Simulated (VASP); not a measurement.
Runs of VASP 6.6.1 on SnSe2. Symmetry: P-3m1, No. 164, trigonal system. The conventional cell has a = 3.886 Å, b = 3.886 Å, c = 6.256 Å, α = 90.00°, β = 90.00°, γ = 120.00°. Sn (site symmetry -3m) is surrounded by 6 Se at 2.73 Å. Around Se (site symmetry 3m) lie 3 Sn at 2.73 Å. 

```csv
level,spin,cell,k mesh,smearing,gap on the mesh (eV),pressure (GPa),largest force (eV/Å)
PBE,off,"P-3m1, 27.27 Å³/atom",8 × 8 × 5,fermi-dirac 0.05 eV,0.72,1.4,0.26
PBE+D4,off,"P-3m1, 26.76 Å³/atom",8 × 8 × 5,fermi-dirac 0.05 eV,0.75,0.4,0.44
BLYP,"collinear, typed start","P-3m1, 25.73 Å³/atom",8 × 8 × 5,fermi-dirac 0.1 eV,0.81,9.9,1.09
PBE,off,"P-3m1, 25.21 Å³/atom",8 × 8 × 5,fermi-dirac 0.05 eV,0.83,7.4,(c)
PBE,off,"P-3m1, 25.73 Å³/atom",6 × 6 × 4,fermi-dirac 0.02 eV,0.82,5.7,0.80
PBE+D4,off,"P-3m1, 25.21 Å³/atom",8 × 8 × 5,fermi-dirac 0.05 eV,0.83,(a),(b)
```

Alike in all rows: task single point; potentials or basis VASP PAW PBE potentials, release 64 (Sn_d, Se); cutoff (eV) 520.

Problem. Estimate the missing entries.

Solution. (a) 4.9; (b) 1.03; (c) 1.02.

Caveats: spin-orbit coupling is left out, which moves the levels of the heavy elements; an odd mesh through Γ misses points on the zone boundary, where band edges often lie (some runs); this functional lacks dispersion, which binds the layers, so the pressure and a relaxed spacing across them are unreliable (some runs); forces of over 1 eV/Å show positions far from the minimum, so gaps and moduli don't describe the material at rest (some runs); the PAW data sets were made with another functional, which shifts forces and pressure a little (some runs).

A k mesh can miss the band edges, and the runs leave out spin-orbit coupling on Se, Sn.
